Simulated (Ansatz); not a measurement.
# CaO: the cost of one run

Program: Ansatz 0.2.0. Level of theory: DFT PBE, scalar-relativistic, plane waves, PAW. These are calculated values, not measurements.

3 further runs of the same task are left out: 1 that didn't finish, 2 set aside as unsound or not needed.

**1. Starting point**

Symmetry: Fm-3m, No. 225, cubic system. Conventional cell: a = 4.830 Å, b = 4.830 Å, c = 4.830 Å, α = 90.00°, β = 90.00°, γ = 90.00°. Ca (site symmetry m-3m) is surrounded by 6 O at 2.42 Å. Around O (site symmetry m-3m) lie 6 Ca at 2.42 Å.

Coordinates:

```
CELL_PARAMETERS angstrom
0.00000 2.41506 2.41506
2.41506 0.00000 2.41506
2.41506 2.41506 0.00000
ATOMIC_POSITIONS crystal
Ca 0.00000 0.00000 0.00000
O 0.50000 0.50000 0.50000
```

It is the result of an earlier relaxation at this level (volume 14.09 Å³/atom; gap on the mesh: 3.66 eV).

**2. Static run: bands, density of states and charges**

Contents of input.yaml:

```yaml
crystal:
  lattice:
    - [0.0, 2.4150559799, 2.4150559799]
    - [2.4150559799, 0.0, 2.4150559799]
    - [2.4150559799, 2.4150559799, 0.0]
  atoms:
    - { symbol: Ca, position: [0.0, 0.0, 0.0] }
    - { symbol: O, position: [0.5, 0.5, 0.5] }
basis:
  ecutwfc: 420
kpoints:
  mp_grid: { grid: [8, 8, 8] }
  band_path:
    path:
      - [[0.0, 0.0, 0.0], [0.5, 0.0, 0.5], [0.625, 0.25, 0.625]]
      - [[0.375, 0.375, 0.75], [0.0, 0.0, 0.0], [0.5, 0.5, 0.5], [0.5, 0.25, 0.75], [0.5, 0.0, 0.5]]
    npoints: 14
hamiltonian:
  xc: pbe
scf:
  occupations: { method: gaussian, width: 0.02 }
  n_extra_bands: 6
output:
  forces: true
  stress: true
  eigenvalues: true
  populations: true
  dos: { projected: true, de: 0.02, nscf_kmesh: { grid: [12, 12, 12] } }
  bader: true
  write_density: true
  write_potential: true
  elf: true
  volumetric_format: npy
```

Launch:

```console
ansatz run input.yaml --threads 1 --pin off --max-ram 2560MiB --backend cpu --events-out ev --progress --plain --runs-dir out
```

**Question.** How long does this run take on 1 thread of Intel Xeon 6975P-C (Granite Rapids), shared host, and how much memory does it need?

About 6.8 s, with a peak of 0.34 GiB.
